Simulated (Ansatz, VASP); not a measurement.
## One calculation of BeS, two programs

```
Be S
1.0
     2.38297    2.38297    0.00000
    -2.38297    2.38297    0.00000
     0.00000    2.38297    2.38297
Be S
1 1
Cartesian
  0.0000 0.0000 0.0000
  1.1915 3.5745 1.1915
```

Alike in both runs: functional LDA; k mesh 8 × 8 × 8; no spin polarisation.

Ansatz relaxed the structure, and its values are those at the end. VASP's run is a single point on that final structure, the one shown.

```csv
,VASP,Ansatz
version,VASP 6.6.1,Ansatz 0.2.0
potentials or method,"VASP PAW LDA potentials, release 64 (Be, S)","PAW with Ansatz's default frozen-core files, scalar-relativistic"
plane-wave cutoff (eV),520,420
occupations,"gaussian, width 0.01 eV",fixed
valence electrons in the cell,8,8
```

|  | VASP | Ansatz | Ansatz less VASP |
| --- | --- | --- | --- |
| gap on the k mesh at the Fermi level (eV) | 2.79 | 2.78 | -0.007 |
| pressure (GPa) | 2.1 | 2.0 | -0.03 |

A k mesh can miss the band edges.
